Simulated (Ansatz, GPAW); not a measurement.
## One calculation of ZrC, 3 ways

```xyz
2
Lattice="0.0000 2.3650 2.3650 2.3650 0.0000 2.3650 2.3650 2.3650 0.0000" Properties=species:S:1:pos:R:3 pbc="T T T"
Zr    2.3650    2.3650    2.3650
C     0.0000    0.0000    0.0000
```

Alike in all runs: task band structure; functional RPBE; k mesh 10 × 10 × 10; occupations fermi-dirac, width 0.05 eV; no spin polarisation; no spin-orbit coupling. Pressure is positive in compression and, in plane waves, holds the error of the finite cutoff, which Ansatz's Pulay term estimates and takes out.

| program and potentials | plane-wave cutoff (eV) | notes | pressure (GPa) |
| --- | --- | --- | --- |
| Ansatz, Ansatz PAW | 420 | potentials made for PBE, which Ansatz adapts in part; Pulay term of +0.17 GPa included | 0.34 |
| Ansatz, all-electron LAPW, scalar-relativistic | - | - | 0.38 |
| GPAW, the program's PAW data sets (release 1.2.1) made for this functional | 800 | - | -0.32 |

The pressure spans -0.32 (GPAW, the program's PAW data sets (release 1.2.1) made for this functional) to 0.38 GPa (Ansatz, all-electron LAPW, scalar-relativistic), with all-electron results at 0.38. Some sets were made for another functional than the one run, which can shift their rows.

Differences between rows come from potentials, basis sets and numerical settings, since the functional is the same but for its coding. Runs on potential files found faulty are left out.
